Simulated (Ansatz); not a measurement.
Stress against strain in InSb

```xyz
4
Lattice="5.3570 0.0000 0.0000 0.0000 5.7120 0.0000 0.0000 0.0000 3.0630" Properties=species:S:1:pos:R:3 pbc="T T T"
In    0.0000    0.0000    0.0000
In    2.6785    2.8560    0.0000
Sb    2.6785    0.0000    2.5576
Sb    0.0000    2.8560    0.5054
```

Atoms are numbered in the order listed.

The geometry is COD entry 1525500, unchecked; take it as a test cell.

No spin–orbit coupling, which matters for the heavy atoms here.

These are results of Ansatz 0.2.0, DFT, LDA, all-electron LAPW, scalar-relativistic, not measurements.

The runs use a Γ-centred 6×6×11 k mesh, Fermi–Dirac smearing of 0.08 eV, basis error target 1 meV/atom, no spin polarisation.

The strain is applied along the Cartesian axes of the cell as listed (the other components stay zero). Fractional coordinates are held (clamped ions).

σ is the change of stress from the unstrained cell, which is at 11.57 GPa; tension is positive, so slopes are stress–strain coefficients at that pressure. In a metal the k mesh adds noise.

Only quantities that a quadratic follows smoothly over the whole series are listed; rougher ones are left out.

| εzz | σzz (GPa) | σxx (GPa) |
| --- | --- | --- |
| -0.0300 | -5.27 | -1.80 |
| -0.0200 | -3.20 | -1.21 |
| -0.0100 | -1.48 | -0.60 |
| 0.0000 | 0.00 | 0.00 |
| 0.0200 | 2.22 | 1.25 |
| 0.0300 | 3.10 | 1.91 |

Q: Fit the series and read off the stiffness at zero strain.

A: Least-squares fits y = p0 + p1 x + p2 x² to the rows give σzz (GPa): p1 = 138, p2 = -1200; σxx (GPa): p1 = 61.7, p2 = 57. So C33 = 138 GPa and C13 = 62 GPa, for these axes.

Q: One run, at εzz = 0.0100, is withheld. Predict its row.

A: The fits give 1.27, 0.63; the run gave 1.22, 0.61.
